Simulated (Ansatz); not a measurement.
# LiF: the cost of one run

Method: DFT PBE, scalar-relativistic, plane waves, PAW, in Ansatz 0.2.0.

## Step 1: The structure to begin with

Symmetry: P2_12_12_1, No. 19, orthorhombic system. The conventional cell has a = 2.715 Å, b = 4.601 Å, c = 4.981 Å, α = 90.00°, β = 90.00°, γ = 90.00°. Around Li (site symmetry 1) lie 4 F at 1.72 to 1.84 Å. F (site symmetry 1) has 4 Li at 1.72 to 1.84 Å as nearest neighbours.

Structure file:

```xyz
8
Lattice="2.7148 0.0000 0.0000 0.0000 4.6008 0.0000 0.0000 0.0000 4.9814" Properties=species:S:1:pos:R:3 pbc="T T T"
Li    2.3495    2.0131    0.7980
Li    0.9921    0.2874    4.1835
Li    1.7227    2.5878    3.2887
Li    0.3653    4.3135    1.6927
F     1.7227    0.2874    0.7980
F     0.3653    2.0131    4.1835
F     2.3495    4.3135    3.2887
F     0.9921    2.5878    1.6927
```

Recipe of the guess: 4-connected net, two elements alternating (P2_12_12_1, No. 19). Lengths come from tabulated atomic sizes and are only a guess.

## Step 2: Probe: one point on a coarse mesh

The input, input.yaml:

```yaml
crystal:
  lattice:
    - [2.71482886, 0.0, 0.0]
    - [0.0, 4.60082147, 0.0]
    - [0.0, 0.0, 4.98144648]
  atoms:
    - { symbol: Li, position: [0.8654439, 0.43754242, 0.16018927] }
    - { symbol: Li, position: [0.3654439, 0.06245758, 0.83981073] }
    - { symbol: Li, position: [0.6345561, 0.56245758, 0.66018927] }
    - { symbol: Li, position: [0.1345561, 0.93754242, 0.33981073] }
    - { symbol: F, position: [0.6345561, 0.06245758, 0.16018927] }
    - { symbol: F, position: [0.1345561, 0.43754242, 0.83981073] }
    - { symbol: F, position: [0.8654439, 0.93754242, 0.66018927] }
    - { symbol: F, position: [0.3654439, 0.56245758, 0.33981073] }
basis:
  ecutwfc: 420
kpoints:
  mp_grid: { grid: [6, 4, 4] }
hamiltonian:
  xc: pbe
scf:
  occupations: { method: gaussian, width: 0.1 }
  lower_state_search: "off"
output:
  forces: true
  stress: true
  eigenvalues: true
```

Run with:

```sh
ansatz run input.yaml --threads 1 --pin off --max-ram 2560MiB --backend cpu --events-out ev --progress --plain --runs-dir out
```

**Question.** How long does this run take on 1 thread of Arm Neoverse V1, shared host, and how much memory does it need?

About 5.5 s, with a peak of 0.29 GiB.
